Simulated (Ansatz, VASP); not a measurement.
# Cross-check of TiSi2 between VASP and Ansatz, part 2 of 3

Aim: how closely do two programs agree when they are given the same cell, functional and k mesh? Of the first pair: The cell is taken from a series of runs on this material, whose earlier steps may have relaxed, scaled, displaced or heated it; both programs get it as it stands.

VASP 6.6.1 and Ansatz 0.2.0.

So far: Set-up; VASP: relaxation of cell and atoms, PBEsol.

## (3) Ansatz: relaxation of cell and atoms, PBEsol

Level of this step: Ansatz beside VASP: Kohn-Sham DFT, plane waves, PBEsol (Ansatz).

Ansatz runs on its PAW soft_1 files.

The same cell, functional, mesh and smearing now go to Ansatz.

File input.yaml:

```yaml
crystal:
  lattice:
    - [0.0, 4.0878859667, 4.2507812523]
    - [2.3799961973, 0.0, 4.2507812523]
    - [2.3799961973, 4.0878859667, 0.0]
  atoms:
    - { symbol: Ti, position: [0.75, 0.75, 0.75] }
    - { symbol: Ti, position: [0.5, 0.5, 0.5] }
    - { symbol: Si, position: [0.0863148758, 0.4136851242, 0.0863148758] }
    - { symbol: Si, position: [0.4136851242, 0.0863148758, 0.4136851242] }
    - { symbol: Si, position: [0.1636851242, 0.8363148758, 0.1636851242] }
    - { symbol: Si, position: [0.8363148758, 0.1636851242, 0.8363148758] }
kpoints:
  mp_grid: { grid: [12, 12, 12] }
scf:
  occupations: { method: fermi_dirac, width: 0.05 }
hamiltonian:
  xc: pbesol
  pseudopotentials: { kind: paw, azcp: { folder: soft_1 }, xc_functional: pbe }
basis:
  ecutwfc: 600
output:
  forces: true
  stress: true
relax:
  f_tol: 0.005
  max_steps: 70
  cell: { stress_tol: 0.02, p_target: 0 }
```

Launch:

```console
$ ansatz run input.yaml --threads 4 --pin off --max-ram 10240MiB --backend cpu --events-out ev --progress --plain --runs-dir out
```

Numbers of over 12 decimals in the logs are rounded to 6 here.

What it wrote:

```text
Engine: ansatz 0.2.0, aarch64-unknown-linux-gnu
Pseudopotentials: kind: paw
Pseudopotential: Ti, paw, valence charge 12, recommended cutoff 420 eV (normal), soft_1/Ti.paw.azcp
Pseudopotential: Si, paw, valence charge 4, recommended cutoff 420 eV (normal), soft_1/Si.paw.azcp
Functional definition: PBEsol
  exchange = pbesol_x
  correlation = pbesol_c
Crystal: 6 atoms, lattice volume = 82.713 Å³
Basis set: ecut = 600 eV, 2781 PW (Γ), exchange–correlation on 96×80×80 points (8 copies of the dense FFT grid, shifted against one another)
Bands: 26, of which v1, the nominal top of the filled ones, is band 20 counted from 1 (19 counted from 0)
Symmetry: 8 space group operations
Space group: Fddd (ITA 70), of the structure as read, at distance tolerance 4.4e-5 Å
k-points: 280 of 1728
Non-local potential: Ti, projectors of the file, l = 0: 3, l = 1: 2, l = 2: 3, l = 3: 1
Non-local potential: Si, projectors of the file, l = 0: 2, l = 1: 2, l = 2: 1
PAW form: soft (Blöchl's): semilocal exchange-correlation on the pseudo side does not see the compensation charge
PAW frozen core: Ti, regenerated for the run's functional, and the local potential with it (the file was generated under x = pbe(κ = 0.804, μ = 0.219515), c = pbe(β = 0.066725))
PAW frozen core: Si, regenerated for the run's functional, and the local potential with it (the file was generated under x = pbe(κ = 0.804, μ = 0.219515), c = pbe(β = 0.066725))
PAW one-centre angular grid: Ti, 590 points (default); XC on 64 Gauss nodes
PAW one-centre angular grid: Si, 110 points (default); XC on 64 Gauss nodes
Initial density: superposition of atomic densities (chi_scale 0.1, normalization cell, long waves kept (reshape's long-wave potential 0.00 eV rms))
Initial wavefunctions: pseudopotential atomic-orbital guess
Functional: x = pbesol(κ = 0.804, μ = 0.123457), c = pbesol(β = 0.046)
SCF iter   1: F=—  HF=-7438.518660 eV  |F-HF|=—  |Δ(HF+E_count)|=         —  Δρ=3.81e-2  dr2=2.09e0  ethr=3.10e-3  ⟨swp⟩=6.5  Hψ=35039  notcnv=0  defer=6
preconditioner: auto → Kerker (q_TF=auto, 2.417 Å⁻¹)  [metal: Δε(μ)=0.004 eV  Ē_g=6.363 eV  σ=0.050 eV  W_gap=0.02  n_scr=16 (ndim 8)  ℏωp=20.0 eV  f_vac=0.000  D(μ)=1.98/eV (n_scr^D=12)]
SCF iter   2: F=—  HF=-7438.080892 eV  |F-HF|=—  |Δ(HF+E_count)|=   4.38e-1  Δρ=2.37e-2  dr2=7.40e-1  ethr=3.10e-3  ⟨swp⟩=1.8  Hψ=10001  notcnv=0  defer=26
SCF iter   3: F=—  HF=-7437.818067 eV  |F-HF|=—  |Δ(HF+E_count)|=   2.63e-1  Δρ=2.38e-3  dr2=3.77e-3  ethr=1.85e-3  ⟨swp⟩=2.2  Hψ=12236  notcnv=0  defer=60
SCF iter   4: F=—  HF=-7437.816982 eV  |F-HF|=—  |Δ(HF+E_count)|=   1.09e-3  Δρ=7.47e-4  dr2=4.26e-4  ethr=9.42e-6  ⟨swp⟩=2.5  Hψ=13660  notcnv=0  defer=79
SCF iter   5: F=—  HF=-7437.816916 eV  |F-HF|=—  |Δ(HF+E_count)|=   6.65e-5  Δρ=1.44e-4  dr2=1.40e-5  ethr=1.06e-6  ⟨swp⟩=2.0  Hψ=8686  notcnv=0  defer=79
SCF iter   6: F=—  HF=-7437.816924 eV  |F-HF|=—  |Δ(HF+E_count)|=   8.32e-6  Δρ=2.34e-5  dr2=3.52e-7  ethr=3.51e-8  ⟨swp⟩=2.6  Hψ=10785  notcnv=0  defer=79
SCF iter   7: F=-7437.816924 eV  HF=-7437.816924 eV  |F-HF|=8.98e-9  |Δ(HF+E_count)|=   7.65e-8  Δρ=4.57e-6  dr2=1.60e-8  ethr=2.50e-10  ⟨swp⟩=4.0  Hψ=23088  notcnv=0
SCF 1 converged in 7 iterations: F = -7437.816924 eV  dr2 = 1.60e-8
  greatest PAW one-centre occupation: 0.998 electrons in one spin orbital (limit 2), on the Ti atom at site 1 (counted from 0), in its partial waves of l = 0
relax step   1: F+E_penalty+E_count = -7437.81692395 eV  Δ(F+E_penalty+E_count) = +0.000e0 eV  max|allowed force component| = 1.975e-3 eV/Å  Δτ_max = 0.0000 Å  P = +0.001 GPa  Ω = 82.713 Å³  (7 SCF iters, dr2 threshold 1.00e-7 eV, accepted)
Initial density: handed on by an earlier stage of this run
Initial wavefunctions: pseudopotential atomic-orbital guess (no wavefunctions were taken with the density)
iter 1 solved again at ethr=2.15e-7 eV; its pass at ethr=3.10e-3 eV (dr2=8.61e-5 eV) is discarded
SCF iter   1: F=—  HF=-7437.816912 eV  |F-HF|=—  |Δ(HF+E_count)|=         —  Δρ=4.56e-6  dr2=1.59e-8  ethr=2.15e-7  ⟨swp⟩=3.0  Hψ=54315  notcnv=0
eigensolver tolerance schedule: the retry pair's looser diagonalisation over-reported the residual by 5396.58 of it (diagonalisation noise at 0.60 of the residual, at the tolerance the schedule requests for it); recorded, not acted on — ethr = c·dr2/N_el stays at c = 1.0e-1
preconditioner: auto → Kerker (q_TF=auto, 2.417 Å⁻¹)  [metal: Δε(μ)=0.010 eV  Ē_g=6.458 eV  σ=0.050 eV  W_gap=0.05  n_scr=16 (ndim 8)  ℏωp=20.0 eV  f_vac=0.000  D(μ)=2.23/eV (n_scr^D=16)]
SCF iter   2: F=—  HF=-7437.816924 eV  |F-HF|=—  |Δ(HF+E_count)|=   1.15e-5  Δρ=2.65e-6  dr2=5.39e-9  ethr=3.99e-11  ⟨swp⟩=2.1  Hψ=12439  notcnv=0
SCF iter   3: F=—  HF=-7437.816924 eV  |F-HF|=—  |Δ(HF+E_count)|=   1.79e-9  Δρ=5.15e-7  dr2=2.14e-10  ethr=1.35e-11  ⟨swp⟩=2.5  Hψ=10669  notcnv=0
iter 4 did not close the SCF: its close was put off for the readings that it lacked (scf_convergence_deferred on its scf_iter line)
SCF iter   4: F=-7437.816924 eV  HF=-7437.816924 eV  |F-HF|=4.55e-12  |Δ(HF+E_count)|=  7.09e-11  Δρ=5.69e-8  dr2=4.19e-12  ethr=1.00e-12  ⟨swp⟩=2.0  Hψ=10624  notcnv=0
iter 5 did not close the SCF: its close was put off for the readings that it lacked (scf_convergence_deferred on its scf_iter line)
SCF iter   5: F=-7437.816924 eV  HF=-7437.816924 eV  |F-HF|=1.82e-12  |Δ(HF+E_count)|=  9.09e-13  Δρ=1.56e-8  dr2=1.94e-13  ethr=1.00e-12  ⟨swp⟩=1.0  Hψ=7280  notcnv=0
iter 6 did not close the SCF: its close was put off for the readings that it lacked (scf_convergence_deferred on its scf_iter line)
SCF iter   6: F=-7437.816924 eV  HF=-7437.816924 eV  |F-HF|=9.09e-13  |Δ(HF+E_count)|=  9.09e-13  Δρ=2.23e-9  dr2=4.35e-15  ethr=1.00e-12  ⟨swp⟩=1.0  Hψ=7280  notcnv=0
iter 7 did not close the SCF: its close was put off for the readings that it lacked (scf_convergence_deferred on its scf_iter line)
SCF iter   7: F=-7437.816924 eV  HF=-7437.816924 eV  |F-HF|=5.46e-12  |Δ(HF+E_count)|=  1.82e-12  Δρ=5.87e-10  dr2=2.39e-16  ethr=1.00e-12  ⟨swp⟩=1.0  Hψ=7280  notcnv=0
SCF iter   8: F=-7437.816924 eV  HF=-7437.816924 eV  |F-HF|=9.09e-13  |Δ(HF+E_count)|=  2.73e-12  Δρ=1.33e-10  dr2=1.20e-17  ethr=1.00e-12  ⟨swp⟩=1.8  Hψ=16882  notcnv=0
SCF 2 converged in 8 iterations: F = -7437.816924 eV  dr2 = 1.20e-17
relax step   2: F+E_penalty+E_count = -7437.81692396 eV  Δ(F+E_penalty+E_count) = -3.678e-9 eV  max|allowed force component| = 1.974e-3 eV/Å  Δτ_max = 0.0000 Å  P = +0.001 GPa  Ω = 82.713 Å³  stress off target by 5.10e-3 GPa  SCF on the basis re-selected at this cell (its energy is not comparable with the rows above)  (8 SCF iters)
basis re-selected at this cell: Δ(F+E_penalty+E_count) = -3.678e-9 eV, ΔP = -0.000 GPa vs the last step (what re-selecting the basis moved, of the pressure what is left beyond the Pulay correction that the steps carried, after the strain that the cell walked since its last selection, with what the two solves' SCF thresholds leave and, on support functions, any second-order correction that the steps lacked; it is no m [...]
SCF converged after 8 iterations
Free energy (F): -7437.816924 eV
Harris-Foulkes:  -7437.816924 eV  (|F-HF|=9.09e-13)
Internal energy: -7437.798818 eV  (E = F + TS)
E sigma→0 (E₀):  -7437.807871 eV
Entropy (-TS):   -0.018106 eV (-3.018 meV/atom)
Fermi energy:    12.708737 eV
--- Per-component energies (eV) ---
  E_band       = -207.806979
  E_kinetic    = 737.040894
  E_local      = -2120.736630  (includes V_loc(G=0)·N_el)
  E_nonlocal   = 214.584769
  E_hartree    = 903.334136
  E_xc         = -462.537105
  E_vxc        = -492.241195  (∫ρ·V_xc dr)
  E_paw        = -4025.262069  (= ΣΔE_a)
  E_vpaw       = -353.123089  (= ΣTr[D̂ρ^β])
  E_aug_tail   = 0.000000  (compensation charges beyond the density's cutoff)
  E_ewald      = -2684.627826
  E_core_change = 0.405012  (= ΣΔE_core)
  E_smearing   = -0.018106  (= −TS)
  E_closure    = -0.000000  (closes the sum)
  Σ components = -7437.816924   (vs F -7437.816924, Δ=0.00e0)
--- Forces (eV/Å), atoms counted from 1 ---
  atom   1  Ti    -0.00000000     0.00000000     0.00000000
  atom   2  Ti     0.00000000     0.00000000     0.00000000
  atom   3  Si     0.00000000    -0.00197442     0.00000000
  atom   4  Si     0.00000000     0.00197442     0.00000000
  atom   5  Si     0.00000000     0.00197442     0.00000000
  atom   6  Si     0.00000000    -0.00197442     0.00000000
  max |Σ_I F_I| component: 1.39e-17 eV/Å
--- Stress (GPa, compression-positive) ---
       -0.000691       0.000000       0.000000
        0.000000       0.005097       0.000000
        0.000000       0.000000      -0.002297
  P = ⅓ Tr σ = 0.0007 GPa (0.007 kbar)
--- Relaxed structure (1 steps of the walk, 1 accepted, 1 SCFs on fresh bases) ---
  F+E_penalty+E_count = -7437.81692396 eV   max|allowed force component| = 1.974e-3 eV/Å   (the final SCF, on the basis selected at the relaxed cell)
  cell:  # Å, volume = 82.7130 Å³
    - [0.0, 4.0878859667, 4.2507812523]
    - [2.3799961973, 0.0, 4.2507812523]
    - [2.3799961973, 4.0878859667, 0.0]
  atoms:
    - { symbol: Ti, position: [0.750000, 0.750000, 0.750000] }
    - { symbol: Ti, position: [0.500000, 0.500000, 0.500000] }
    - { symbol: Si, position: [0.0863148758, 0.413685, 0.0863148758] }
    - { symbol: Si, position: [0.413685, 0.086315, 0.413685] }
    - { symbol: Si, position: [0.163685, 0.836315, 0.163685] }
    - { symbol: Si, position: [0.836315, 0.163685, 0.836315] }
```

## (4) Side by side

Known differences besides the potentials themselves: the cutoff is 600 eV in Ansatz and 500 eV in VASP; Ansatz makes its cores anew for this functional, VASP keeps those of its PBE data sets; Ansatz adds a Pulay correction to the stress that steers its cell, VASP none. Total energies have different zeros and are not compared.

The two programs side by side:

| quantity | Ansatz | VASP | difference |
| --- | --- | --- | --- |
| volume (Å³) | 82.71 | 82.79 | -0.09 % |
| edge a after relaxation, in the typed setting (Å) | 5.897 | 5.899 | -0.03 % |
| edge b after relaxation, in the typed setting (Å) | 4.872 | 4.874 | -0.04 % |
| edge c after relaxation, in the typed setting (Å) | 4.730 | 4.731 | -0.03 % |

## (5) Ansatz: relaxation, PBEsol

This run makes the geometry at which the two programs are then compared.

The structure compared here is the end of the Ansatz relaxation.

Changes to input.yaml since step 3:

```diff
@@ -24,2 +24,6 @@
   stress: true
+  write_density: true
+  write_potential: true
+  elf: true
+  volumetric_format: npy
 relax:
@@ -27,2 +31,2 @@
   max_steps: 70
-  cell: { stress_tol: 0.02, p_target: 0 }
+  cell: { stress_tol: 0.02, p_target: 5 }
```

What it wrote:

```text
[...]
Crystal: 6 atoms, lattice volume = 82.713 Å³
Basis set: ecut = 600 eV, 2781 PW (Γ), exchange–correlation on 96×80×80 points (8 copies of the dense FFT grid, shifted against one another)
Bands: 26, of which v1, the nominal top of the filled ones, is band 20 counted from 1 (19 counted from 0)
Symmetry: 8 space group operations
[...]
k-points: 280 of 1728
[...]
cell:  # Å, volume = 80.1959 Å³
    - [0.0, 4.038618, 4.216433]
    - [2.354746, 0.0, 4.216433]
    - [2.354746, 4.038618, 0.0]
  atoms:
    - { symbol: Ti, position: [0.75, 0.75, 0.75] }
    - { symbol: Ti, position: [0.5, 0.5, 0.5] }
    - { symbol: Si, position: [0.086119, 0.413881, 0.086119] }
    - { symbol: Si, position: [0.413881, 0.086119, 0.413881] }
    - { symbol: Si, position: [0.163881, 0.836119, 0.163881] }
    - { symbol: Si, position: [0.836119, 0.163881, 0.836119] }
[key lines of the parts left out:]
SCF converged after 8 iterations
Free energy (F): -7437.778704 eV
Fermi energy:    13.169171 eV
P = ⅓ Tr σ = 5.0002 GPa (50.002 kbar)
```

## (6) VASP: single point, PBEsol, pair 2

The same cell, functional, mesh and smearing now go to VASP, with its own data sets.

File INCAR:

```
SYSTEM = TiSi2
PREC = Accurate
ENCUT = 500
EDIFF = 1E-06
NELM = 120
ISMEAR = -1
SIGMA = 0.05
LREAL = .FALSE.
ALGO = Normal
GGA = PS
NBANDS = 26
LASPH = .TRUE.
LORBIT = 11
LWAVE = .FALSE.
LCHARG = .FALSE.
ISIF = 2
GGA_COMPAT = .FALSE.
KPAR = 2
```

File POSCAR:

```
TiSi2
1.0
    0.0000000000      4.0386179805      4.2164325646
    2.3547460008      0.0000000000      4.2164325646
    2.3547460008      4.0386179805      0.0000000000
Ti Si
2 4
Direct
    0.7500000000      0.7500000000      0.7500000000
    0.5000000000      0.5000000000      0.5000000000
    0.0861185471      0.4138814529      0.0861185471
    0.4138814529      0.0861185471      0.4138814529
    0.1638814529      0.8361185471      0.1638814529
    0.8361185471      0.1638814529      0.8361185471
```

File KPOINTS:

```
Automatic mesh
0
Gamma
12 12 12
0 0 0
```

The projector-augmented-wave data sets are Ti_sv and Si (PBE family, release 64).

Launch:

```console
$ mpirun -np 2 vasp_std
```

What it wrote:

```text
[banner, memory and clock lines left out]
running    2 mpi-ranks, on    1 nodes
[...]
[... a notice as in an earlier step ...]

 LDA part: xc-table for (Slater+PW92), standard interpolation
 POSCAR, INCAR and KPOINTS ok, starting setup
[...]
entering main loop
       N       E                     dE             d eps       ncg     rms          rms(c)
DAV:   1     0.382441003934E+03    0.38244E+03   -0.18786E+04 14560   0.161E+03
DAV:   2     0.118682657467E+01   -0.38125E+03   -0.37488E+03 14576   0.462E+02
DAV:   3    -0.438858625709E+02   -0.45073E+02   -0.44245E+02 25700   0.130E+02
DAV:   4    -0.470153532509E+02   -0.31295E+01   -0.31190E+01 19976   0.321E+01
[...]
DAV:  12    -0.436476641452E+02    0.33350E-04   -0.68604E-04 20632   0.211E-01    0.180E-02
DAV:  13    -0.436476601604E+02    0.39847E-05   -0.43785E-05 19982   0.609E-02    0.139E-02
DAV:  14    -0.436476594376E+02    0.72287E-06   -0.30143E-06 18306   0.151E-02
   1 F= -.43647659E+02 E0= -.43638934E+02  d E =-.174519E-01
```

OUTCAR, selected parts (step 6):

```text
  Total        2.5812467      2.5682125      2.6198086      0.0000000      0.0000000      0.0000000
  in kB       51.5689271     51.3085262     52.3393279      0.0000000      0.0000000      0.0000000
  external PRESSURE =      51.7389270 kB  Pullay stress =       0.0000000 kB

 POSITION                                       TOTAL-FORCE (eV/Angst)
 -----------------------------------------------------------------------------------
      3.53212      6.05793      6.32465        -0.000000      0.000000      0.000000
      2.35475      4.03862      4.21643         0.000000      0.000000      0.000000
      1.17737      0.69560      2.10822         0.000000     -0.001116      0.000000
      1.17737      3.34302      2.10822         0.000000      0.001116      0.000000
      2.35475      1.32371      4.21643        -0.000000      0.001116     -0.000000
      2.35475      6.75353      4.21643        -0.000000     -0.001116     -0.000000
 -----------------------------------------------------------------------------------
    total drift:                               -0.000000     -0.000000     -0.000000

  FREE ENERGIE OF THE ION-ELECTRON SYSTEM (eV)
  ---------------------------------------------------
  free  energy   TOTEN  =       -43.6476594376 eV

  energy  without entropy=      -43.6302075866  energy(sigma->0) =      -43.63893351

[... 1 part as in an earlier step ...]

[... 2 further parts left out ...]
[key lines of the parts left out:]
E-fermi :  10.6566
```

The run ends at a pressure of 5.17 GPa, with forces up to 0.0011 eV/Å.

[end of part 2 of 3]

[Lines on the potential files, build, host, timing and source positions are cut from VASP's logs without a mark.]

[Logs are printed without paths, hosts, clocks, repeated set-up lines and the standing remarks that a program may print on its own settings, such as how far it seeks lower states.]

[Hosts, paths, dates, database ids (printed as entryN), source tags and the programs' standing remarks are cut or masked in the printed files.]
